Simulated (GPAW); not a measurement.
# GaN (F-43m) in GPAW: settings compared

Aim: see how the results for GaN move with the level of theory and the settings. Levels: LDA, vdW-DF, PW91. Tasks: band structure, equation of state.

All numbers are computed with GPAW 26.7.0; they aren't measurements. Logs are shortened: lines on timing, memory, paths and dates and some standing lists are left out, and cuts for length are marked. The log counts tension as positive stress, the text compression.

**Experimental background.**

From a printed reference work, textbook, for a bulk crystal of GaN at 0 K: band gap 3.299 eV (direct).

The runs below are set against these values where they give the same quantity.

**1. Starting point**

The structure is cubic, space group F-43m (No. 216). The conventional cell has a = 4.507 Å, b = 4.507 Å, c = 4.507 Å, α = 90.00°, β = 90.00°, γ = 90.00°. Ga (site symmetry -43m) has 4 N at 1.95 Å as nearest neighbours. N (site symmetry -43m) is surrounded by 4 Ga at 1.95 Å.

The cell is a database's computed one.

**2. Band structure, LDA, spin-orbit coupling, no magnetisation**

run.py reads:

```python
import numpy as np
from ase.dft.bandgap import bandgap
from ase.io import read, write
from ase.units import GPa
from gpaw import GPAW, PW
from gpaw.spinorbit import soc_eigenstates

atoms = read('POSCAR')

calc = GPAW(mode=PW(800),
            xc='LDA',
            kpts={'size': (10, 10, 10), 'gamma': True},
            occupations={'name': 'fermi-dirac', 'width': 0.05},
            nbands=11,
            convergence={'density': 1e-05, 'energy': 1e-05},
            maxiter=150,
            txt='gpaw.txt')
atoms.calc = calc
energy = atoms.get_potential_energy()
forces = atoms.get_forces()
stress = atoms.get_stress()
calc.write('gs.gpw')
write('result.traj', atoms)
print(f'Energy: {energy:.6f} eV')
print('Forces (eV/A):')
print(forces.round(4))
print('Stress (GPa):', (stress / GPa).round(3))
print('Fermi level:', round(calc.get_fermi_level(), 4), 'eV')
print(f'Gap: {bandgap(calc)[0]:.4f} eV, direct: {bandgap(calc, direct=True)[0]:.4f} eV')

path = atoms.cell.bandpath('GXWKGLUWLK,UX', npoints=60, eps=1e-4)
bs_calc = calc.fixed_density(kpts=path, symmetry='off', nbands=19,
                             convergence={'bands': 'CBM+6.0', 'eigenstates': 1e-6}, txt='bands.txt')
bs = bs_calc.band_structure()
bs.write('bs.json')
print(f'Gap on the path: {bandgap(bs_calc)[0]:.4f} eV')

soc = soc_eigenstates(bs_calc, theta=54.7, phi=45)
np.savetxt('soc_bands.dat', soc.eigenvalues(), fmt='%.4f')
mesh = soc_eigenstates('gs.gpw', theta=54.7, phi=45)
np.savetxt('soc_mesh.dat', mesh.eigenvalues(), fmt='%.4f')
print('Fermi level with spin-orbit coupling:', round(mesh.fermi_level, 4), 'eV')
```

POSCAR reads:

```
GaN
1.0
    0.0000000000      2.2535006075      2.2535006075
    2.2535006075      0.0000000000      2.2535006075
    2.2535006075      2.2535006075      0.0000000000
Ga N
1 1
Direct
    0.0000000000      0.0000000000      0.0000000000
    0.2500000000      0.2500000000      0.2500000000
```

Potentials or basis: the program's PAW data sets (release 1.2.1) made for this functional, pw.

On the command line:

```bash
> OMP_NUM_THREADS=1 python run.py
```

gpaw.txt:

```text
__  _  _
 | _ |_)|_||  |
 |__||  | ||/\| - 26.7.0

Input parameters:
  mode=PW(ecut=800.0),
  convergence={'density': 1e-05, 'energy': 1e-05},
  kpts=MonkhorstPack(size=(10, 10, 10), gamma=True),
  maxiter=150,
  nbands=11,
  occupations=Occupations(name='fermi-dirac', width=0.05),
  xc=XC(name='LDA')

Diagonalizing LCAO Hamiltonian
Converting LCAO to pw mode

           N
       Ga

Atoms  # Å, Bohr magnetons
|   | symbol |        x |        y |        z |    initial magnetic moments |
|---|--------|----------|----------|----------|-----------------------------|
| 0 |     Ga | 0.000000 | 0.000000 | 0.000000 | ( 0.0000,  0.0000,  0.0000) |
| 1 |      N | 1.126750 | 1.126750 | 1.126750 | ( 0.0000,  0.0000,  0.0000) |

Unit cell  # Å
| periodic |        x |        y |        z |  lengths |    angles |
|----------|----------|----------|----------|----------|-----------|
|      yes | 0.000000 | 2.253501 | 2.253501 | 3.186931 | 60.000000 |
|      yes | 2.253501 | 0.000000 | 2.253501 | 3.186931 | 60.000000 |
|      yes | 2.253501 | 2.253501 | 0.000000 | 3.186931 | 60.000000 |

Number of symmetries: 24
Symmetry operations  # r_c * U_cc + t_c -> r_c
|    | kind |            matrix            |
|----|------|------------------------------|
|  0 |  E   |  1, 0, 0,  0, 1, 0,  0, 0, 1 |
|  1 |  σ   |  1, 0, 0,  0, 0, 1,  0, 1, 0 |
|  2 |  σ   |  1, 0,-1,  0, 1,-1,  0, 0,-1 |
|  3 |  C3  |  1, 0,-1,  0, 0,-1,  0, 1,-1 |
|  4 |  C3  |  1,-1, 0,  0,-1, 1,  0,-1, 0 |
|  5 |  σ   |  1,-1, 0,  0,-1, 0,  0,-1, 1 |
|  6 |  σ   |  0, 1, 0,  1, 0, 0,  0, 0, 1 |
|  7 |  C3  |  0, 1, 0,  0, 0, 1,  1, 0, 0 |
|  8 |  C2  |  0, 1,-1,  1, 0,-1,  0, 0,-1 |
|  9 |  S4  |  0, 1,-1,  0, 0,-1,  1, 0,-1 |
| 10 |  C3  |  0, 0, 1,  1, 0, 0,  0, 1, 0 |
| 11 |  σ   |  0, 0, 1,  0, 1, 0,  1, 0, 0 |
| 12 |  S4  |  0, 0,-1,  1, 0,-1,  0, 1,-1 |
| 13 |  C3  |  0, 0,-1,  0, 1,-1,  1, 0,-1 |
| 14 |  S4  |  0,-1, 1,  1,-1, 0,  0,-1, 0 |
| 15 |  C2  |  0,-1, 1,  0,-1, 0,  1,-1, 0 |
| 16 |  C3  |  0,-1, 0,  1,-1, 0,  0,-1, 1 |
| 17 |  S4  |  0,-1, 0,  0,-1, 1,  1,-1, 0 |
| 18 |  S4  | -1, 1, 0, -1, 0, 1, -1, 0, 0 |
| 19 |  C3  | -1, 1, 0, -1, 0, 0, -1, 0, 1 |
| 20 |  C3  | -1, 0, 1, -1, 1, 0, -1, 0, 0 |
| 21 |  S4  | -1, 0, 1, -1, 0, 0, -1, 1, 0 |
| 22 |  σ   | -1, 0, 0, -1, 1, 0, -1, 0, 1 |
| 23 |  C2  | -1, 0, 0, -1, 0, 1, -1, 1, 0 |

BZ-sampling:
  Number of BZ points: 1000
  Number of IBZ points: 47

  Monkhorst-Pack size: [10, 10, 10]
  Monkhorst-Pack shift: [0.05, 0.05, 0.05]

K-points  # in reciprocal-cell coordinates
|     |                                coordinates |     weight |
|-----|--------------------------------------------|------------|
|   0 | (  0.00000000,   0.00000000,   0.00000000) | 0.00100000 |
|   1 | (  0.10000000,   0.10000000,   0.00000000) | 0.00600000 |
|   2 | (  0.10000000,   0.10000000,   0.10000000) | 0.00800000 |
|   3 | (  0.20000000,   0.10000000,   0.10000000) | 0.01200000 |
|   4 | (  0.20000000,   0.20000000,   0.00000000) | 0.00600000 |
|   5 | (  0.20000000,   0.20000000,   0.10000000) | 0.02400000 |
|   6 | (  0.20000000,   0.20000000,   0.20000000) | 0.00800000 |
|   7 | (  0.30000000,   0.20000000,   0.10000000) | 0.02400000 |
|   8 | (  0.30000000,   0.20000000,   0.20000000) | 0.02400000 |
|   9 | (  0.30000000,   0.30000000,   0.00000000) | 0.00600000 |
| ... |                                            |            |
|  46 | (  0.50000000,   0.50000000,   0.50000000) | 0.00400000 |

Plane wave coefficients: 1243
Cutoff: 800.0 eV

Spin-components: 1 (collinear spins)
Bands:           11
Projectors:      10
Spin-degeneracy: 2
Datatype:        complex128

Parallelization:
  kpt:    1
  domain: 1
  band:   1

Density:
  Valence electrons: 8.0
  Components: 1
  Grid points: [21 21 21]
  Charge: 0.0  # |e|

Potential:
  Grid points: [21 21 21]

species:
  Ga:
    name:    Gallium
    Z:       31.0
    valence: 3
    core:    28
    charge:  0.0  # [|e|]
    compensation charges:
      type: gauss
      rc: 0.37  # [Å]
      lmax: 2
    cutoffs:
      filter: 2.06  # [Å]
      core: 4.17  # [Å]
    projectors
    | kind |    occ | energy [eV] | rcut [Å] |
    |------|--------|-------------|----------|
    |   4s |  2.000 |      -9.167 |    1.164 |
    |   4p |  1.000 |      -2.734 |    1.164 |
    |    s |        |      18.045 |    1.164 |
    |    p |        |      24.478 |    1.164 |
    |    d |        |       0.000 |    1.164 |

    Using partial waves for Ga as LCAO basis

  N:
    name:    Nitrogen
    Z:       7.0
    valence: 5
    core:    2
    charge:  0.0  # [|e|]
    compensation charges:
      type: gauss
      rc: 0.18  # [Å]
      lmax: 2
    cutoffs:
      filter: 1.11  # [Å]
      core: 0.96  # [Å]
    projectors
    | kind |    occ | energy [eV] | rcut [Å] |
    |------|--------|-------------|----------|
    |   2s |  2.000 |     -18.420 |    0.603 |
    |   2p |  3.000 |      -7.237 |    0.529 |
    |    s |        |       8.791 |    0.603 |
    |    p |        |      19.974 |    0.529 |
    |    d |        |       0.000 |    0.577 |

    Using partial waves for N as LCAO basis

Reference energy: -54278.930546  # eV

eigensolver:
  PPCG
  Converge bands: occupied
  niter=2

density mixing:
  MSR1-Mixer
  Pratt-step length: 0.05
  Maximum mixing coefficient: 0.75
  Old densities: 10
  SVD Regularization: 0.005
  Good broyden scale: 1.0
  Trust region scale: 1.0
  Backstep threshold: 4.0
  History deletion threshold: 6.0
  Fourier metric: weight=20.0, sigma=0.015

occupation numbers:
  Fermi-Dirac:
    width: 0.0500  # eV

poisson solver:
  ecut: 6400.0  # eV

xc functional:
  name: None

convergence criteria:
- Maximum integral of absolute [dens]ity change: 1e-05 electrons / valence electron
- Maximum [total energy] change in last 3 cyles: 1e-05 eV / valence electron
- Maximum integral of absolute [eigenst]ate change: 4e-08 eV^2 / valence electron
maximum number of iterations: 150

SCF iterations
|iter     | |      energy | eigst |  dens |
|---------|-|-------------|-------|-------|
|iter:   1| |  -15.664745 | -0.18 |       |
|iter:   2| |  -15.186560 | -2.05 | -0.57 |
|iter:   3| |  -13.898676 | -0.75 | -0.63 |
|iter:   4| |  -13.884876 | -3.11 | -1.30 |
|iter:   5| |  -13.880357 | -3.47 | -1.58 |
|iter:   6| |  -13.880352 | -5.85 | -2.83 |
|iter:   7| |  -13.880355c| -6.51 | -3.20 |
|iter:   8| |  -13.880355c| -7.80c| -4.39 |
|iter:   9| |  -13.880355c| -8.71c| -5.13c|

Converged in 9 steps
Energy contributions relative to reference atoms: (reference = -54278.930546)

Energy contributions:
  Kinetic:          33.467448
  Coulomb:         -29.686330
  Zero:              0.148263
  External:          0.000000
  Xc:              -17.809737
  Entropy:          -0.000000
  Spinorbit:         0.000000
  ----------------------------
  Free energy:     -13.880355
  Extrapolated:    -13.880355

dipole moment: (-12.666393, -12.666393, -12.666393)  # |e|*Ang

Fermi level: 6.976
Eigenvalues  # (at kpt = [0.000, 0.000, 0.000])
| band index |      eig [eV] | occ [0-2] |
|------------|---------------|-----------|
|          0 |        -9.709 |     2.000 |
|          1 |         6.020 |     2.000 |
|          2 |         6.020 |     2.000 |
|          3 |         6.020 |     2.000 |
|          4 |         7.900 |     0.000 |
|          5 |        16.245 |     0.000 |
|          6 |        16.245 |     0.000 |
|          7 |        16.245 |     0.000 |
|          8 |        23.422 |     0.000 |
|          9 |        24.380 |     0.000 |
|         10 |        24.404 |     0.000 |

Gap: 1.880 eV
Transition (v -> c):
  (s=0, k=0, n=3, [0.00, 0.00, 0.00]) -> (s=0, k=0, n=4, [0.00, 0.00, 0.00])
No difference between direct/indirect transitions

Forces  # eV/Ang
|       x |       y |        z |
|---------|---------|----------|
| 0.00000 | 0.00000 | -0.00000 |  # Ga   0
| 0.00000 | 0.00000 |  0.00000 |  # N    1

Stress tensor  # eV/Ang^3
|         x |         y |         z |
|-----------|-----------|-----------|
| -0.005206 |  0.000000 | -0.000000 |
|  0.000000 | -0.005206 | -0.000000 |
| -0.000000 | -0.000000 | -0.005206 |

# Writing to gs.gpw (mode='')
```

Run time: 17 s. Hardware: 1 thread of Intel Xeon Platinum 8559C (Emerald Rapids), shared host; peak memory 0.24 GiB.

Results:

```
Free energy             : -13.8804 eV
Pressure                : 0.8 GPa
Band gap on the k mesh  : 1.87 eV, direct
Band gap along the path : 1.87 eV, direct
```

Levels at the corners of the path, in eV from the valence-band top:
```tsv
point	band 4	band 5	band 6	band 7	band 8	band 9	band 10	band 11	band 12
Γ	-0.03	0.00	0.00	0.00	0.00	1.87	1.87	9.98	9.98
X	-6.27	-2.71	-2.71	-2.66	-2.66	3.30	3.30	6.58	6.58
W	-5.72	-3.82	-3.81	-3.65	-3.60	6.21	6.22	8.37	8.38
K	-5.91	-4.34	-4.29	-2.17	-2.17	4.96	4.96	7.84	7.84
Γ	-0.03	0.00	0.00	0.00	0.00	1.87	1.87	9.98	9.98
L	-7.07	-0.99	-0.99	-0.95	-0.95	4.65	4.65	8.71	8.71
U	-5.91	-4.34	-4.29	-2.17	-2.17	4.96	4.96	7.84	7.84
W	-5.72	-3.82	-3.81	-3.65	-3.60	6.21	6.22	8.37	8.38
L	-7.07	-0.99	-0.99	-0.95	-0.95	4.65	4.65	8.71	8.71
K	-5.91	-4.34	-4.29	-2.17	-2.17	4.96	4.96	7.84	7.84
U	-5.91	-4.34	-4.29	-2.17	-2.17	4.96	4.96	7.84	7.84
X	-6.27	-2.71	-2.71	-2.66	-2.66	3.30	3.30	6.58	6.58
```

Caveat: spin-orbit coupling was added after a scalar SCF, so levels and gaps hold it while energy, forces, pressure and moments don't; this program's spin-orbit splittings come out too wide for heavy elements.

(Part 1 of 2 ends here.)
